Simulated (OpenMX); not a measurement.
The system is Sm.

```
Sm
1.0
     3.64400    0.00000    0.00000
    -1.82200    3.15580    0.00000
     0.00000    0.00000    5.87600
Sm
2
Direct
  0.66667 0.33333 0.75000
  0.33333 0.66667 0.25000
```

This isn't the form of Sm at room conditions, which is rhombohedral.

| Property | Result |
| --- | --- |
| Program | OpenMX 3.8.5 |
| Task | single point |
| Functional | PBE |
| Potentials or basis | OpenMX 2013 PBE set, Sm8.0-s3p2d2f1, grid cutoff 400 Ry |
| k mesh | 9 × 9 × 5 |
| Occupations | fermi-dirac, width 0.05 eV |
| Spin | collinear spin, ferromagnetic start |
| Starting moments | [5.0, 5.0] μB |

On this cell: pressure 4.5 GPa; largest force 0.026 eV/Å; net moment 13.75 μB per cell; site moments Sm +6.88 μB; band gap on the k mesh none (metal or under the smearing width).

The same run follows on a disturbed copy (atoms moved at random, drawn with an rms of 0.05 Å):

```xyz
2
Lattice="3.6440 0.0000 0.0000 -1.8220 3.1558 0.0000 0.0000 0.0000 5.8760" Properties=species:S:1:pos:R:3 pbc="T T T"
Sm    1.8600    1.0936    4.4333
Sm   -0.0320    2.0820    1.5024
```

**Question.** What changes?

**Answer.** The energy (extrapolated to zero smearing) moves by +1.9 meV/atom; pressure 4.5 GPa; largest force 0.067 eV/Å; net moment 13.76 μB per cell; site moments Sm +6.88 μB; band gap on the k mesh none (metal or under the smearing width).

Forces on the atoms (eV/Å):
```
Sm  -0.028 -0.052  0.024
Sm   0.032  0.054 -0.024
```

Caveats: the magnetic or orbital state may not be the lowest; spin-orbit coupling is left out, which moves the levels of the heavy elements; the basis of atomic orbitals isn't converged, which shifts pressures, moduli and gaps.
